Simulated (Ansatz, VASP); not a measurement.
# CaO: VASP beside Ansatz

The input INCAR:

```
SYSTEM = CaO
ALGO     = Normal         ! electronic algorithm
EDIFF    = 1E-6           ! SCF threshold, eV
ENCUT    = 520            ! plane-wave cutoff, eV
ISIF     = 2              ! what is computed and relaxed
ISMEAR   = 0              ! smearing method
LASPH    = .True.         ! aspherical terms in the spheres
LCHARG   = .False.        ! write CHGCAR
LREAL    = .False.        ! projectors in reciprocal space
LWAVE    = .False.        ! write WAVECAR
NBANDS   = 15             ! bands
NELM     = 100            ! most SCF steps
PREC     = Accurate       ! precision mode
SIGMA    = 0.05           ! smearing width, eV
```

KPOINTS

```
k-points
0
Gamma
  8 8 8
  0 0 0
```

File POSCAR:

```
CaO
1.0
    0.0000000000      2.4857350000      2.4490000000
    2.4857350000      0.0000000000      2.4490000000
    2.4857350000      2.4857350000      0.0000000000
Ca O
1 1
Direct
    0.0000000000      0.0000000000      0.0000000000
    0.5000000000      0.5000000000      0.5000000000
```

Input for Ansatz:

```yaml
crystal:
  lattice:
    - [0.0, 2.485735, 2.449]
    - [2.485735, 0.0, 2.449]
    - [2.485735, 2.485735, 0.0]
  atoms:
    - { symbol: Ca, position: [0.0, 0.0, 0.0] }
    - { symbol: O, position: [0.5, 0.5, 0.5] }
basis:
  ecutwfc: 420
kpoints:
  mp_grid: { grid: [8, 8, 8] }
hamiltonian:
  xc: lda
scf:
  occupations: { method: gaussian, width: 0.05 }
output:
  forces: true
  stress: true
  eigenvalues: true
```

Change from the starting cell: strain +0.015 along x and y, +0.000 along z, atoms carried along.

Alike in both runs: task single point; functional LDA; k mesh 8 × 8 × 8; occupations gaussian, width 0.05 eV; no spin polarisation.

|  | VASP | Ansatz |
| --- | --- | --- |
| version | VASP 6.6.1 | Ansatz 0.2.0 |
| potentials or method | VASP PAW LDA potentials, release 64 (Ca_sv, O) | scalar-relativistic, plane waves, PAW |
| plane-wave cutoff (eV) | 520 | 420 |
| valence electrons in the cell | 16 | 16 |

```tsv
	VASP	Ansatz	Ansatz less VASP
gap on the k mesh at the Fermi level (eV)	3.44	3.46	+0.023
least direct gap on the mesh (eV)	3.87	3.88	+0.014
pressure (GPa)	-13.2	-13.8	-0.53
largest component of the traceless stress (GPa)	0.80	0.74	-0.058
```

A k mesh can miss the band edges.
